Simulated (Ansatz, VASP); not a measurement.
# Cross-check of BaTiO3 between VASP and Ansatz

One calculation is typed for both programs; each brings its own data sets and cutoff. How far apart do they land?

Main program and level: Ansatz 0.2.0; plane waves, with VASP 6.6.1 beside it; relaxation of cell and atoms at PBEsol.

The database entry behind the starting cell differs from later determinations by our own check (c/a about 0.6 % short), so it need not match the best structure at ambient conditions.

### 1. Set-up

It takes space group P4mm (No. 99, tetragonal). The conventional cell has a = 4.000 Å, b = 4.000 Å, c = 4.018 Å, α = 90.00°, β = 90.00°, γ = 90.00°. Nearest to Ba lie 12 O at 2.79 to 2.88 Å. Nearest to Ti lie 6 O at 1.89 to 2.13 Å. O has 2 Ti at 1.89 to 2.13 Å and 4 Ba at 2.83 Å nearest. Nearest to O lie 2 Ti at 2.00 Å and 4 Ba at 2.79 to 2.88 Å. Farther neighbours and most contacts between anions are not listed.

As a file:

```cif
data_structure
_symmetry_space_group_name_H-M 'P4mm'
_symmetry_Int_Tables_number 99
_cell_length_a 3.9998
_cell_length_b 3.9998
_cell_length_c 4.0180
_cell_angle_alpha 90.000
_cell_angle_beta 90.000
_cell_angle_gamma 90.000
_cell_volume 64.28
loop_
_atom_site_label
_atom_site_type_symbol
_atom_site_symmetry_multiplicity
_atom_site_Wyckoff_symbol
_atom_site_fract_x
_atom_site_fract_y
_atom_site_fract_z
_atom_site_occupancy
Ba1 Ba 1 a 0.00000 0.00000 0.00000 1
Ti1 Ti 1 b 0.50000 0.50000 0.49000 1
O1 O 1 b 0.50000 0.50000 0.01900 1
O2 O 2 c 0.50000 0.00000 0.51700 1
```

### 2. VASP: relaxation of cell and atoms, PBEsol

The relaxed volume is the usual yardstick between codes: its relative difference is about their pressure difference at one cell divided by the bulk modulus.

Lines of VASP's logs that name or quote its potential files are left out, and so is its time.

Input file INCAR:

```
SYSTEM = BaTiO3
PREC = Accurate
ENCUT = 520
EDIFF = 1E-06
NELM = 100
ISMEAR = 0
SIGMA = 0.05
LREAL = .FALSE.
ALGO = Normal
GGA = PS
NBANDS = 26
LORBIT = 11
LWAVE = .FALSE.
LCHARG = .FALSE.
KPAR = 4
IBRION = 2
NSW = 60
ISIF = 3
EDIFFG = -0.01
```

Input file POSCAR:

```
BaTiO3
1.0
    3.9998000000      0.0000000000      0.0000000000
    0.0000000000      3.9998000000      0.0000000000
    0.0000000000      0.0000000000      4.0180000000
Ba Ti O
1 1 3
Direct
    0.0000000000      0.0000000000      0.0000000000
    0.5000000000      0.5000000000      0.4900000000
    0.5000000000      0.5000000000      0.0190000000
    0.5000000000      0.0000000000      0.5170000000
    0.0000000000      0.5000000000      0.5170000000
```

Input file KPOINTS:

```
Automatic mesh
0
Gamma
6 6 6
0 0 0
```

Potentials, in the order of the species: Ba_sv, Ti_sv and O (PBE family, release 64).

Launch:

```
$ mpirun -np 4 vasp_std
```

Numbers of over 12 decimals in the logs are rounded to 6 here.

Output:

```text
[banner, memory and clock lines left out]
running    4 mpi-ranks, on    1 nodes
 distrk:  each k-point on    1 cores,    4 groups
 distr:  one band on    1 cores,    1 groups

 POSCAR found type information on POSCAR BaTiO
 POSCAR found :  3 types and       5 ions
|                                                                             |
|               ----> ADVICE to this user running VASP <----                  |
|                                                                             |
|     You enforced a specific xc type in the INCAR file but a different       |
|     [... a line on the potential file left out ...]
|     I HOPE YOU KNOW WHAT YOU ARE DOING!                                     |
|                                                                             |

 LDA part: xc-table for (Slater+PW92), standard interpolation
 POSCAR, INCAR and KPOINTS ok, starting setup
 FFT: planning ... GRIDC
 FFT: planning ... GRID_SOFT
 FFT: planning ... GRID
 WAVECAR not read
 entering main loop
       N       E                     dE             d eps       ncg     rms          rms(c)
DAV:   1     0.443573463066E+03    0.44357E+03   -0.21062E+04  2080   0.167E+03
DAV:   2    -0.317082700060E+01   -0.44674E+03   -0.43241E+03  2400   0.452E+02
DAV:   3    -0.500975512763E+02   -0.46927E+02   -0.46645E+02  2970   0.143E+02
DAV:   4    -0.521725313680E+02   -0.20750E+01   -0.20716E+01  3056   0.269E+01
DAV:   5    -0.522408778510E+02   -0.68346E-01   -0.68333E-01  2884   0.361E+00    0.227E+01
DAV:   6    -0.421730569023E+02    0.10068E+02   -0.60538E+01  3030   0.703E+01    0.982E+00
DAV:   7    -0.421552000204E+02    0.17857E-01   -0.10468E+01  2738   0.229E+01    0.660E+00
DAV:   8    -0.419805873491E+02    0.17461E+00   -0.10205E+00  2676   0.938E+00    0.264E+00
DAV:   9    -0.420003272783E+02   -0.19740E-01   -0.23758E-01  2746   0.311E+00    0.108E+00
DAV:  10    -0.419906845039E+02    0.96428E-02   -0.87781E-02  2728   0.248E+00    0.552E-01
DAV:  11    -0.419875892078E+02    0.30953E-02   -0.20841E-02  3188   0.119E+00    0.162E-01
DAV:  12    -0.419873043517E+02    0.28486E-03   -0.42116E-03  2678   0.648E-01    0.106E-01
DAV:  13    -0.419871822965E+02    0.12206E-03   -0.42238E-04  2716   0.173E-01    0.140E-02
DAV:  14    -0.419871842842E+02   -0.19878E-05   -0.52585E-05  2672   0.622E-02    0.193E-02
DAV:  15    -0.419871846043E+02   -0.32008E-06   -0.24111E-06  1864   0.122E-02
   1 F= -.41987185E+02 E0= -.41987185E+02  d E =-.419872E+02
[... from here on, the cycles between the ionic steps are left out ...]
   2 F= -.41990099E+02 E0= -.41990099E+02  d E =-.291458E-02
   6 F= -.41999421E+02 E0= -.41999421E+02  d E =-.435823E-02
   7 F= -.42000386E+02 E0= -.42000386E+02  d E =-.964592E-03
   8 F= -.42000878E+02 E0= -.42000878E+02  d E =-.145656E-02
   9 F= -.42001252E+02 E0= -.42001252E+02  d E =-.374748E-03
  10 F= -.42001269E+02 E0= -.42001269E+02  d E =-.391917E-03
  11 F= -.42001528E+02 E0= -.42001528E+02  d E =-.259026E-03
  12 F= -.42001581E+02 E0= -.42001581E+02  d E =-.311123E-03
  13 F= -.42001581E+02 E0= -.42001581E+02  d E =-.311736E-03
  14 F= -.42001569E+02 E0= -.42001569E+02  d E =-.299124E-03
  15 F= -.42001581E+02 E0= -.42001581E+02  d E =-.311693E-03
  16 F= -.42001582E+02 E0= -.42001582E+02  d E =-.312143E-03
 curvature:  -0.38 expect dE=-0.234E-04 dE for cont linesearch -0.349E-06
 ZBRENT: accuracy reached
 trial: gam= 0.03260 g(F)=  0.377E-04 g(S)=  0.232E-04 ort = 0.271E-04 (trialstep = 0.110E+01)
 search vector abs. value=  0.634E-04
 bond charge predicted
       N       E                     dE             d eps       ncg     rms          rms(c)
DAV:   1    -0.420017622214E+02   -0.18045E-03   -0.17815E-02  2334   0.104E+00    0.998E-02
DAV:   2    -0.420016457467E+02    0.11647E-03   -0.75963E-04  2458   0.252E-01    0.443E-02
DAV:   3    -0.420016208838E+02    0.24863E-04   -0.18441E-04  2802   0.876E-02    0.210E-02
DAV:   4    -0.420016137875E+02    0.70964E-05   -0.39269E-05  3206   0.556E-02    0.118E-02
DAV:   5    -0.420016137197E+02    0.67794E-07   -0.57161E-06  2614   0.182E-02
  17 F= -.42001614E+02 E0= -.42001614E+02  d E =-.321075E-04
 trial-energy change:   -0.000032  1 .order   -0.000041   -0.000068   -0.000014
 step:   1.3803(harm=  1.3803)  dis= 0.00172  next Energy=   -42.001624 (dE=-0.426E-04)
 reached required accuracy - stopping structural energy minimisation
```

From OUTCAR (step 2):

```text
ion  position               nearest neighbor table
   1  0.000  0.000  0.000-   4 2.79   5 2.79   5 2.79   4 2.79   3 2.83   3 2.83   3 2.83   3 2.83
                             4 2.88   5 2.88   5 2.88   4 2.88   2 3.45   2 3.45   2 3.45   2 3.45
   2  0.500  0.500  0.490-   3 1.89   4 2.00   5 2.00   4 2.00   5 2.00   3 2.13   1 3.45   1 3.45
                             1 3.45   1 3.45   1 3.49   1 3.49   1 3.49   1 3.49
   3  0.500  0.500  0.019-   2 1.89   2 2.13   1 2.83   1 2.83   1 2.83   1 2.83
   4  0.500  0.000  0.517-   2 2.00   2 2.00   1 2.79   1 2.79   1 2.88   1 2.88
   5  0.000  0.500  0.517-   2 2.00   2 2.00   1 2.79   1 2.79   1 2.88   1 2.88

  LATTYP: Found a simple tetragonal cell.
 ALAT       =     3.9998000000
 C/A-ratio  =     1.0045502275

 Subroutine GETGRP returns: Found  8 space group operations
 (whereof  8 operations were pure point group operations)

The static configuration has the point symmetry C_4v.

 Found     40 irreducible k-points:

   k-points           NKPTS =     40   k-points in BZ     NKDIM =     40   number of bands    NBANDS=     26

   dimension x,y,z NGX =    30 NGY =   30 NGZ =   30
   dimension x,y,z NGXF=    60 NGYF=   60 NGZF=   60

   ENCUT  =  520.0 eV  38.22 Ry    6.18 a.u.   7.44  7.44  7.47*2*pi/ulx,y,z

   NELECT =      40.0000    total number of electrons

 k-points in reciprocal lattice and weights: Automatic mesh
   0.00000000  0.00000000  0.00000000       0.005
   0.16666667  0.00000000  0.00000000       0.019
   0.33333333  0.00000000  0.00000000       0.019
   0.50000000  0.00000000  0.00000000       0.009
   0.16666667  0.16666667  0.00000000       0.019
   0.33333333  0.16666667  0.00000000       0.037
   0.50000000  0.16666667  0.00000000       0.019
   0.33333333  0.33333333  0.00000000       0.019
   0.50000000  0.33333333  0.00000000       0.019
[...]
0.50000000  0.33333333  0.50000000       0.019
   0.50000000  0.50000000  0.50000000       0.005

 average (electrostatic) potential at core
       1 -32.7803       2 -76.5780       3 -69.8328       4 -69.6369       5 -69.6369

 E-fermi :   4.1166

 k-point     1 :       0.0000    0.0000    0.0000
  band No.  band energies     occupation
    ...
     16       2.3397      2.00000
     17       2.5457      2.00000
     18       3.2639      2.00000
     19       3.3794      2.00000
     20       3.3794      2.00000
     21       5.5721      0.00000
     22       5.9749      0.00000
     23       5.9749      0.00000
     24       7.9517      0.00000
     25       8.0639      0.00000
    ...

 k-point     2 :       0.1667    0.0000    0.0000
  band No.  band energies     occupation
    ...
     16       2.1182      2.00000
     17       2.3842      2.00000
     18       2.8263      2.00000
     19       3.1098      2.00000
     20       3.2402      2.00000
     21       5.9777      0.00000
     22       6.1363      0.00000
     23       6.2249      0.00000
     24       8.0345      0.00000
     25       8.6444      0.00000
    ...

 k-point     3 :       0.3333    0.0000    0.0000
  band No.  band energies     occupation
    ...
     16       1.8883      2.00000
     17       1.9773      2.00000
     18       2.2176      2.00000
     19       2.7336      2.00000
     20       2.8996      2.00000
     21       6.0597      0.00000
     22       6.9831      0.00000
     23       6.9975      0.00000
     24       8.0211      0.00000
     25       9.4425      0.00000
    ...

  Total        0.0032107      0.0032107     -0.0110091      0.0000000      0.0000000      0.0000000
  in kB        0.0802964      0.0802964     -0.2753287      0.0000000      0.0000000      0.0000000
  external PRESSURE =      -0.0382453 kB  Pullay stress =       0.0000000 kB

  energy-cutoff  :      520.00
  volume of cell :       64.06
      direct lattice vectors                 reciprocal lattice vectors
     3.968206715  0.000000000  0.000000000     0.252003001  0.000000000  0.000000000
     0.000000000  3.968206715 -0.000000000     0.000000000  0.252003001 -0.000000000
     0.000000000  0.000000000  4.068384146     0.000000000  0.000000000  0.245797831

 POSITION                                       TOTAL-FORCE (eV/Angst)
 -----------------------------------------------------------------------------------
      0.00000      0.00000      4.06218         0.000000     -0.000000     -0.003458
      1.98410      1.98410      1.95982         0.000000      0.000000      0.000916
      1.98410      1.98410      0.11880         0.000000      0.000000      0.005971
      1.98410      0.00000      2.10255         0.000000     -0.000000     -0.001714
      0.00000      1.98410      2.10255        -0.000000     -0.000000     -0.001714
 -----------------------------------------------------------------------------------
    total drift:                                0.000000      0.000000      0.000188

  FREE ENERGIE OF THE ION-ELECTRON SYSTEM (eV)
  ---------------------------------------------------
  free  energy   TOTEN  =       -42.0016137197 eV

  energy  without entropy=      -42.0016137197  energy(sigma->0) =      -42.00161372

 reached required accuracy - stopping structural energy minimisation

 total charge
# of ion       s       p       d       tot
------------------------------------------
    1        2.003   5.634   0.339   7.975
    2        2.223   6.283   1.771  10.277
    3        1.564   3.449   0.000   5.013
    4        1.559   3.452   0.000   5.011
    5        1.559   3.452   0.000   5.011
--------------------------------------------------
tot          8.907  22.271   2.110  33.287

[... 3 further parts left out ...]
```

CONTCAR:

```
BaTiO3
   1.00000000000000
     3.9682067145729900    0.0000000000000000    0.0000000000000000
     0.0000000000000000    3.9682067145729900   -0.0000000000000000
     0.0000000000000000    0.0000000000000000    4.0683841464017725
  Ba              Ti              O
     1     1     3
Direct
     0.0000000000000000    0.0000000000000000    0.9984746543865040
     0.5000000000000000    0.5000000000000000    0.4817189876598816
     0.5000000000000000    0.5000000000000000    0.0291996138004697
     0.5000000000000000    0.0000000000000000    0.5168033720765755
     0.0000000000000000    0.5000000000000000    0.5168033720765755
```

This run has no spin polarisation, so a moment on Ti, if there is one, isn't seen. LASPH is off, so gradient terms of the non-spherical density inside the spheres are left out; for open d or f shells this can shift gaps and moments. Harder data sets than Ba_sv exist (the GW ones), and pressures, volumes and forces can shift noticeably with them. The run keeps the 8 symmetry operations of its start, so it cannot find a distortion of lower symmetry.

(Continued in part 2 of 2.)

[Lines on the potential files, build, host, timing and source positions are cut from VASP's logs without a mark.]

[Logs are printed without paths, hosts, clocks, repeated set-up lines and the standing remarks that a program may print on its own settings, such as how far it seeks lower states.]

[Hosts, paths, dates, database ids (printed as entryN), source tags and the programs' standing remarks are cut or masked in the printed files.]
